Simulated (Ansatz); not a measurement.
# TiC (111): surface energy and levels, part 2 of 2

The task, for TiC: compute energy, relaxation and work function or band edges of the (111) face.

Ansatz 0.2.0; DFT PBEsol, scalar-relativistic, plane waves, PAW. Earlier steps stand in the parts before.

## (4) Relaxing the (111) slab

Input file input.yaml:

```yaml
crystal:
  lattice:
    - [3.0358717026, 0.0, 0.0]
    - [-1.5179358513, 2.6291420171, 0.0]
    - [0.0, 0.0, 24.9151154613]
  atoms:
    - { symbol: Ti, position: [0.6666666667, 0.3333333333, 0.3010220848] }
    - { symbol: C, position: [0.0, 0.0, 0.3507665636] }
    - { symbol: Ti, position: [0.3333333333, 0.6666666667, 0.4005110424] }
    - { symbol: C, position: [0.6666666667, 0.3333333333, 0.4502555212] }
    - { symbol: Ti, position: [0.0, 0.0, 0.5] }
    - { symbol: C, position: [0.3333333333, 0.6666666667, 0.5497444788] }
    - { symbol: Ti, position: [0.6666666667, 0.3333333333, 0.5994889576] }
    - { symbol: C, position: [0.0, 0.0, 0.6492334364] }
    - { symbol: Ti, position: [0.3333333333, 0.6666666667, 0.6989779152] }
basis:
  ecutwfc: 420
kpoints:
  mp_grid: { grid: [12, 12, 1] }
hamiltonian:
  xc: pbesol
scf:
  occupations: { method: gaussian, width: 0.1 }
output:
  forces: true
  eigenvalues: true
relax:
  adjacent_minimum: "off"
  f_tol: 0.02
  max_steps: 60
efield:
  axis: 3
  dipole_correction: true
```

Output:

```text
Warning: RAYON_NUM_THREADS=1 ignored (pool sized by the plan → 1); use --threads N
Engine: ansatz 0.2.0, x86_64-unknown-linux-gnu
Pseudopotentials: kind: paw
Pseudopotential: Ti, paw, valence charge 12, recommended cutoff 420 eV (normal), Ti.paw.azcp
Pseudopotential: C, paw, valence charge 4, recommended cutoff 420 eV (normal), C.paw.azcp
Functional definition: PBEsol
  exchange = pbesol_x
  correlation = pbesol_c
Crystal: 9 atoms, lattice volume = 198.866 Å³
Basis set: ecut = 420 eV, 3863 PW (Γ), exchange–correlation on 48×48×360 points (8 copies of the dense FFT grid, shifted against one another)
Bands: 47, of which v1, the nominal top of the filled ones, is band 38 counted from 1 (37 counted from 0)
Symmetry: 6 space group operations
k-points: 19 of 144 (time reversal used)
Non-local potential: Ti, projectors of the file, l = 0: 3, l = 1: 2, l = 2: 3, l = 3: 1
Non-local potential: C, projectors of the file, l = 0: 2, l = 1: 2, l = 2: 1
PAW form: soft (Blöchl's): semilocal exchange-correlation on the pseudo side does not see the compensation charge
PAW frozen core: Ti, regenerated for the run's functional, and the local potential with it (the file was generated under x = pbe(κ = 0.804, μ = 0.2195149727645171), c = pbe(β = 0.06672455060314922))
PAW frozen core: C, regenerated for the run's functional, and the local potential with it (the file was generated under x = pbe(κ = 0.804, μ = 0.2195149727645171), c = pbe(β = 0.06672455060314922))
PAW one-centre angular grid: Ti, 590 points (default); XC on 64 Gauss nodes
PAW one-centre angular grid: C, 110 points (default); XC on 64 Gauss nodes
Initial density: superposition of atomic densities (neutral atoms: chi_scale 0, normalization atom), corrected by the library's trained network
Initial wavefunctions: pseudopotential atomic-orbital guess
Functional: x = pbesol(κ = 0.804, μ = 0.12345679012345678), c = pbesol(β = 0.046)
SCF iter   1: F=—  HF=-13361.451871 eV  |F-HF|=—  |Δ(HF+E_count)|=         —  Δρ=7.53e-3  dr2=3.09e-1  ethr=1.77e-3  p=0.000 e·Å  D=4.10e-14 V/Å  ΔV_dip=-0.00 eV  dr2_dipole=4.39e-5  V_vac-E_F(+/−)=4.57/4.57 eV  ⟨swp⟩=7.5  Hψ=4089  notcnv=0
efield: sawtooth ramp at fractional position 0.9500 (placed from the atoms, in the widest stretch of the axis that holds none; the zero of the levels goes with the place), width 0.1000; the density the first Hamiltonian is built on has a dipole p = 0.000 e·Å; the dipole correction subtracts the counter field D = 4.10e-14 V/Å, which shifts the + side's vacuum level by -0.00 eV against the − side's; the planar-averaged density in the ramp window peaks in size at 3.2e-5 e/Å³
preconditioner: auto → LDOS  [metal: Δε(μ)=0.062 eV  Ē_g=5.899 eV  σ=0.100 eV  W_gap=0.31  n_scr=18 (ndim 8)  ℏωp=15.8 eV  f_vac=0.447  D(μ)=5.47/eV (n_scr^D=16)  β→1.0]
SCF iter   2: F=—  HF=-13361.447407 eV  |F-HF|=—  |Δ(HF+E_count)|=   4.46e-3  Δρ=6.68e-3  dr2=1.47e-1  ethr=4.06e-4  p=0.000 e·Å  D=5.91e-5 V/Å  ΔV_dip=-0.00 eV  dr2_dipole=7.67e-5  V_vac-E_F(+/−)=4.60/4.60 eV  ⟨swp⟩=2.1  Hψ=1514  notcnv=0  defer=44
SCF iter   3: F=—  HF=-13361.432693 eV  |F-HF|=—  |Δ(HF+E_count)|=   1.47e-2  Δρ=3.32e-3  dr2=2.83e-2  ethr=1.93e-4  p=0.000 e·Å  D=1.32e-5 V/Å  ΔV_dip=-0.00 eV  dr2_dipole=6.49e-6  V_vac-E_F(+/−)=4.62/4.62 eV  ⟨swp⟩=2.1  Hψ=1315  notcnv=0  defer=44
SCF iter   4: F=—  HF=-13361.427951 eV  |F-HF|=—  |Δ(HF+E_count)|=   4.74e-3  Δρ=6.21e-4  dr2=8.76e-4  ethr=3.72e-5  p=0.000 e·Å  D=6.29e-6 V/Å  ΔV_dip=-0.00 eV  dr2_dipole=2.66e-6  V_vac-E_F(+/−)=4.64/4.64 eV  ⟨swp⟩=2.2  Hψ=1276  notcnv=0  defer=44
SCF iter   5: F=—  HF=-13361.428037 eV  |F-HF|=—  |Δ(HF+E_count)|=   8.53e-5  Δρ=3.97e-4  dr2=4.91e-4  ethr=1.15e-6  p=-0.000 e·Å  D=-2.75e-7 V/Å  ΔV_dip=0.00 eV  dr2_dipole=3.97e-8  V_vac-E_F(+/−)=4.66/4.66 eV  ⟨swp⟩=3.8  Hψ=1878  notcnv=0  defer=44
SCF iter   6: F=—  HF=-13361.428044 eV  |F-HF|=—  |Δ(HF+E_count)|=   7.46e-6  Δρ=1.29e-4  dr2=3.64e-5  ethr=6.46e-7  p=-0.000 e·Å  D=-2.19e-6 V/Å  ΔV_dip=0.00 eV  dr2_dipole=1.06e-7  V_vac-E_F(+/−)=4.67/4.67 eV  ⟨swp⟩=2.0  Hψ=1109  notcnv=0  defer=44
SCF iter   7: F=-13361.428052 eV  HF=-13361.428054 eV  |F-HF|=2.69e-6  |Δ(HF+E_count)|=   1.02e-5  Δρ=4.11e-5  dr2=6.43e-6  ethr=1.32e-8  p=-0.000 e·Å  D=-9.51e-7 V/Å  ΔV_dip=0.00 eV  dr2_dipole=2.01e-8  V_vac-E_F(+/−)=4.67/4.67 eV  ⟨swp⟩=13.5  Hψ=4196  notcnv=0
WARN: efield: at this solve's end the planar-averaged density reaches 1.22e-5 e/Å³ inside the ramp window [0.9099, 0.0901] (bound 1e-5 e/Å³), and -2.88e-6 e/Å³ on another of its planes; the window's nearer edge stands 5.25 Å from this solve's nearest atom along the axis. Its work functions, free energy, forces, stress, dipole, levels and responses can be off, and this figure does not tell by how much. A short vacuum, a low `basis.ecutwfc` or `basis.ecutrho_ratio` and negative occupations (`scf.occupations.method`) can put density there. See the manual's quickstart, § The vacuum guard
SCF 1 converged in 7 iterations: F = -13361.428052 eV  dr2 = 6.43e-6
relax step   1: F+E_penalty+E_count = -13361.42805165 eV  Δ(F+E_penalty+E_count) = +0.000e0 eV  max|allowed force component| = 2.136e0 eV/Å  Δτ_max = 0.0000 Å  (7 SCF iters, dr2 threshold 1.00e-5 eV, accepted)
[... 15 lines left out ...]
relax step   2: F+E_penalty+E_count = -13361.81208475 eV  Δ(F+E_penalty+E_count) = -3.840e-1 eV  max|allowed force component| = 1.298e0 eV/Å  Δτ_max = 0.1604 Å  (8 SCF iters, dr2 threshold 1.00e-4 eV, accepted)
[... 12 lines left out ...]
relax step   3: F+E_penalty+E_count = -13361.95208730 eV  Δ(F+E_penalty+E_count) = -1.400e-1 eV  max|allowed force component| = 2.080e-1 eV/Å  Δτ_max = 0.0887 Å  (7 SCF iters, dr2 threshold 1.00e-4 eV, accepted)
[... 12 lines left out ...]
relax step   4: F+E_penalty+E_count = -13361.95469541 eV  Δ(F+E_penalty+E_count) = -2.608e-3 eV  max|allowed force component| = 4.260e-2 eV/Å  Δτ_max = 0.0120 Å  (7 SCF iters, dr2 threshold 2.70e-6 eV, accepted)
[... 10 lines left out ...]
relax step   5: F+E_penalty+E_count = -13361.95481714 eV  Δ(F+E_penalty+E_count) = -1.217e-4 eV  max|allowed force component| = 2.641e-3 eV/Å  Δτ_max = 0.0021 Å  (6 SCF iters, accepted)
SCF converged after 6 iterations
Free energy (F): -13361.954817 eV
Harris-Foulkes:  -13361.954817 eV  (|F-HF|=1.53e-7)
Internal energy: -13361.924479 eV  (E = F + TS)
E sigma→0 (E₀):  -13361.939648 eV
Entropy (-TS):   -0.030338 eV (-3.371 meV/atom)
Fermi energy:    4.948544 eV
Dipole field:    D = -0.000001 V/Å  (p = -0.000001 e·Å, saw-weighted, corrected)
Work function:   Φ+ = 4.7033 eV   Φ− = 4.7034 eV
Levels:          The Fermi level and band energies are counted from a zero that moves with the ramp; work functions are not
Vacuum region:   at the solve's end the planar-averaged density reaches 2.05e-5 e/Å³ inside the ramp window [0.9099, 0.0901] (bound 1e-5 e/Å³), and -1.05e-5 e/Å³ on another of its planes; by the running means of the window's planes the mean density over a ramp is at most 1.16e-5 e/Å³, which is held to the bound (the quickstart, § The vacuum guard, A window that rings)
--- Per-component energies (eV) ---
  E_band       = -1329.291508
  E_kinetic    = 1729.364721
  E_local      = -83331.938621  (includes V_loc(G=0)·N_el)
  E_nonlocal   = 145.788545
  E_hartree    = 40928.813881
  E_xc         = -682.777062
  E_vxc        = -856.184339  (∫ρ·V_xc dr)
  E_paw        = -5489.874824  (= ΣΔE_a)
  E_vpaw       = -873.948752  (= ΣTr[D̂ρ^β])
  E_aug_tail   = 0.000608  (compensation charges beyond the density's cutoff)
  E_efield     = 0.000000  (sawtooth field / dipole correction)
  E_vefield    = 0.000000  (∫n·V_field dr)
  E_ewald      = 33337.916950
  E_core_change = 0.781324  (= ΣΔE_core)
  E_smearing   = -0.030338  (= −TS)
  E_closure    = -0.000000  (closes the sum)
  Σ components = -13361.954817   (vs F -13361.954817, Δ=0.00e0)
--- Forces (eV/Å), atoms counted from 1 ---
  atom   1  Ti     0.00000000    -0.00000000     0.00031438
  atom   2  C      0.00000000     0.00000000    -0.00263755
  atom   3  Ti     0.00000000    -0.00000000     0.00162448
  atom   4  C      0.00000000     0.00000000     0.00102525
  atom   5  Ti     0.00000000     0.00000000     0.00000667
  atom   6  C      0.00000000    -0.00000000    -0.00102467
  atom   7  Ti    -0.00000000     0.00000000    -0.00163198
  atom   8  C      0.00000000    -0.00000000     0.00264104
  atom   9  Ti     0.00000000     0.00000000    -0.00031724
  max |Σ_I F_I| component: 3.72e-7 eV/Å
--- Band table (eV; the first three rows and the last of 19) ---
  k-point 0: bands = ["-51.5917", "-51.5916", "-51.3347", "-51.3220", "-51.2112", "-28.2330", "-28.2188", "-27.9139", "-27.7347", "-27.7347", "-27.7347", "-27.7347", "-27.7243", "-27.5221", "-27.5221", "-27.5168", "-27.5168", "-27.4863", "-27.4094", "-27.4094", "-7.4128", "-6.8122", "-5.8834", "-4.7461", "-1.0267", "0.1632", "1.8085", "1.8671", "1.8671", "2.2670", "2.2670", "3.0606", "3.0606", "3.5705", "4.2357", "4.2357", "4.5077", "4.6150", "5.4969", "5.4969", "5.5658", "6.0312", "6.0312", "6.6304", "6.6304", "6.6744", "6.6744"]
[... 3 lines left out ...]
--- Relaxed structure (5 steps of the walk, 5 accepted, 0 SCFs on fresh bases) ---
  F+E_penalty+E_count = -13361.95481714 eV   max|allowed force component| = 2.641e-3 eV/Å
  atoms:
    - { symbol: Ti, position: [0.6666666666666664, 0.3333333333333332, 0.3074975136162261] }
    - { symbol: C, position: [-2.7494987651431666e-18, -2.6358999140644374e-33, 0.3481532324756934] }
    - { symbol: Ti, position: [0.3333333333333332, 0.6666666666666664, 0.4033646284444662] }
    - { symbol: C, position: [0.6666666666666664, 0.3333333333333332, 0.45013164112159465] }
    - { symbol: Ti, position: [-1.0870266023729356e-23, -1.5624006977376906e-33, 0.49999998966807874] }
    - { symbol: C, position: [0.3333333333333332, 0.6666666666666664, 0.5498683527448668] }
    - { symbol: Ti, position: [0.6666666666666664, 0.3333333333333332, 0.5966353790487523] }
    - { symbol: C, position: [2.7494975070815103e-18, 3.222702391177607e-33, 0.6518467663285495] }
    - { symbol: Ti, position: [0.3333333333333332, 0.6666666666666664, 0.6925024965517711] }
```

It took 52 s on 1 thread of an x86-64 CPU, shared host; peak memory 0.55 GiB.

Relaxation path:

| step | E - E(step 1) (eV/cell) | largest force component (eV/Å) |
| --- | --- | --- |
| 1 | 0.0000 | 2.1356 |
| 2 | -0.3840 | 1.2976 |
| 3 | -0.5240 | 0.2080 |
| 4 | -0.5266 | 0.0426 |
| 5 | -0.5268 | 0.0026 |

Step 1 is the start.

From the log: work function 4.70 eV.

Plane-averaged electrostatic potential energy of an electron across the slab, counted from the Fermi level:

z (Å), V (eV) and a bar:
```
     1.94       4.70 ##############################
     2.49       4.70 ##############################
     2.77       4.70 ##############################
     3.32       4.70 ##############################
     3.60       4.70 ##############################
     4.15       4.67 ##############################
     4.43       4.65 ##############################
     4.98       4.51 ##############################
     5.26       4.36 #############################
     5.81       3.61 ############################
     6.37       1.54 ########################
     6.64      -0.52 ####################
     7.20      -8.71 #####
     7.47     -11.27 
     8.03     -10.93 #
     8.31     -10.81 #
     8.86      -8.42 ######
     9.14      -5.42 ###########
     9.69      -9.60 ###
     9.97     -11.45 
    10.52      -9.09 ####
    11.07      -9.05 ####
    11.35      -8.78 #####
    11.90      -7.83 #######
    12.18     -10.34 ##
    12.73     -10.34 ##
    13.01      -7.83 #######
    13.56      -8.78 #####
    13.84      -9.05 ####
    14.40      -9.09 ####
    14.95     -11.45 
    15.23      -9.60 ###
    15.78      -5.42 ###########
    16.06      -8.42 ######
    16.61     -10.81 #
    16.89     -10.93 #
    17.44     -11.27 
    17.72      -8.71 #####
    18.27      -0.52 ####################
    18.55       1.54 ########################
    19.10       3.61 ############################
    19.66       4.36 #############################
    19.93       4.51 ##############################
    20.49       4.65 ##############################
    20.76       4.67 ##############################
    21.32       4.70 ##############################
    21.59       4.70 ##############################
    22.15       4.70 ##############################
    22.42       4.70 ##############################
    22.98       4.70 ##############################
```

## (5) What the (111) slab gives

|  | as cut | relaxed |
| --- | --- | --- |
| work function | 4.67 eV | 4.70 eV |
| dipole along +c (e·Å/cell) | 0.000 | 0.000 |

Spacings of the planes, from the bottom up:

```csv
plane,atoms,"spacing to the next, as cut (Å)",relaxed (Å),change (%),rumpling (Å)
1,Ti,1.239,1.013,-18.3,0.000
2,C,1.239,1.376,+11.0,0.000
3,Ti,1.239,1.165,-6.0,0.000
4,C,1.239,1.242,+0.2,0.000
5,Ti,1.239,1.242,+0.2,0.000
6,C,1.239,1.165,-6.0,0.000
7,Ti,1.239,1.376,+11.0,0.000
8,C,1.239,1.013,-18.3,0.000
9,Ti,,,,0.000
```

## (6) Outcome

What follows sums up all 2 parts.

| quantity | value |
| --- | --- |
| slab (111), cut with Ti on top | not stoichiometric |
| work function, (111), cut with Ti on top | 4.70 eV |

What this shows: The outermost spacing of (111) contracts by 18.3 %, and relaxation gains 0.528 J/m² a face. This cut is not stoichiometric (Ti5C4); a surface energy would need chemical potentials. In some runs the vacuum holds more charge than the dipole correction wants, so vacuum levels can be off.
